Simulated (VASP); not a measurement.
In5AgSe8: relaxation of cell and atoms with PBEsol

Crystal: In5AgSe8.

```
In Ag Se
1.0
     5.79340    0.00000    0.00000
     0.00000    5.79340    0.00000
     0.00000    0.00000   11.62230
In Ag Se
5 1 8
Direct
  0.00000 0.50000 0.25013
  0.50000 0.00000 0.74987
  0.00000 0.50000 0.74987
  0.50000 0.00000 0.25013
  0.50000 0.50000 0.00000
  0.00000 0.00000 0.50000
  0.22834 0.22834 0.11225
  0.22834 0.77166 0.88775
  0.77166 0.77166 0.11225
  0.77166 0.22834 0.88775
  0.72177 0.72177 0.61414
  0.72177 0.27823 0.38586
  0.27823 0.27823 0.61414
  0.27823 0.72177 0.38586
```

| Property | Result |
| --- | --- |
| Program | VASP 6.6.1 |
| Task | relaxation of cell and atoms |
| Functional | PBEsol |
| Potentials or basis | VASP PAW PBE potentials, release 64 (In_d, Ag, Se) |
| Cutoff | 600 eV |
| k mesh | 6 × 6 × 4 |
| Occupations | gaussian, width 0.03 eV |
| Spin | no spin polarisation |
| Further INCAR settings | ALGO = Normal; EDIFF = 1e-06; IBRION = 2; EDIFFG = -0.01; NSW = 90; ISIF = 3 |

```
Relaxed volume                         : 27.85 Å³/atom
Relaxed cell                           : a = 5.777 Å, b = 5.777 Å, c = 11.682 Å, α = 90.00°, β = 90.00°, γ = 90.00°
Space group after relaxing (to 0.05 Å) : P-42m (No. 111)
Energy gained by relaxing              : 11.0 meV/atom
Ionic steps                            : 18
Pressure after relaxing                : 0.0 GPa
Largest force after relaxing           : 0.009 eV/Å
Band gap on the k mesh                 : 0.21 eV, indirect (least direct gap 0.27 eV)
```

Forces on the atoms (eV/Å):
```
In   0.000  0.000 -0.004
In   0.000  0.000  0.004
In   0.000  0.000  0.004
In   0.000  0.000 -0.004
In   0.000  0.000  0.000
Ag   0.000  0.000  0.000
Se   0.005  0.005  0.005
Se   0.005 -0.005 -0.005
Se  -0.005 -0.005  0.005
Se  -0.005  0.005 -0.005
Se   0.000  0.000 -0.009
Se   0.000  0.000  0.009
Se   0.000  0.000 -0.009
Se   0.000  0.000  0.009
```

The path:
```csv
step,energy change (eV),largest force (eV/Å),pressure (GPa),volume (Å³)
1,0.0000,0.8247,0.53,390.08
2,-0.1259,0.1810,-0.28,395.34
3,-0.1286,0.1594,-0.41,396.23
4,-0.1414,0.1423,0.07,392.47
5,-0.1422,0.1423,0.25,391.13
6,-0.1511,0.0614,0.09,391.27
7,-0.1519,0.0443,0.01,391.34
8,-0.1524,0.0298,-0.04,391.50
9,-0.1526,0.0146,-0.10,391.70
10,-0.1529,0.0186,-0.06,391.33
11,-0.1531,0.0293,0.01,390.58
12,-0.1532,0.0228,0.01,390.50
13,-0.1535,0.0148,0.01,390.25
14,-0.1532,0.0366,0.00,389.74
15,-0.1535,0.0186,0.01,390.12
16,-0.1536,0.0123,-0.01,390.12
17,-0.1537,0.0135,-0.02,390.12
18,-0.1537,0.0092,0.01,389.87
```

Final structure:
```
CELL_PARAMETERS angstrom
5.77696 0.00000 0.00000
0.00000 5.77696 0.00000
0.00000 0.00000 11.68206
ATOMIC_POSITIONS crystal
In 0.00000 0.50000 0.25546
In 0.50000 0.00000 0.74454
In 0.00000 0.50000 0.74454
In 0.50000 0.00000 0.25546
In 0.50000 0.50000 0.00000
Ag 0.00000 0.00000 0.50000
Se 0.22154 0.22154 0.11063
Se 0.22154 0.77846 0.88937
Se 0.77846 0.77846 0.11063
Se 0.77846 0.22154 0.88937
Se 0.72345 0.72345 0.61303
Se 0.72345 0.27655 0.38697
Se 0.27655 0.27655 0.61303
Se 0.27655 0.72345 0.38697
```

Levels at points of the mesh, in eV from the valence-band top:
| k point | band 59 | band 60 | band 61 | band 62 | band 63 | band 64 | band 65 | band 66 |
| --- | --- | --- | --- | --- | --- | --- | --- | --- |
| (0.00, 0.00, 0.00) | -1.32 | -0.38 | -0.05 | -0.05 | 0.21 | 1.52 | 1.62 | 2.04 |
| (0.50, 0.00, 0.00) | -1.25 | -0.90 | -0.87 | -0.37 | 2.16 | 2.40 | 2.53 | 2.54 |
| (0.50, 0.50, 0.00) | -1.01 | -0.58 | -0.04 | -0.04 | 1.03 | 1.03 | 1.13 | 2.50 |
| (0.00, 0.00, 0.50) | -1.11 | -1.01 | -0.17 | -0.17 | 1.17 | 1.30 | 1.83 | 2.19 |
| (0.50, 0.00, 0.50) | -1.12 | -1.06 | -0.91 | -0.49 | 2.28 | 2.29 | 2.30 | 2.75 |
| (0.50, 0.50, 0.50) | -1.23 | -1.01 | 0.00 | 0.00 | 1.36 | 1.69 | 1.69 | 1.85 |

Run time: 38 min on 4 MPI ranks on Intel(R) Xeon(R) 6975P-C (Granite Rapids), on a shared host, peak memory 1.2 GiB a rank.

Caveat: the PAW data sets were made with another functional, which shifts forces and pressure a little; spin-orbit coupling is left out, which moves the levels of the heavy elements. PBEsol gaps usually lie below the measured ones, often by a third to a half.
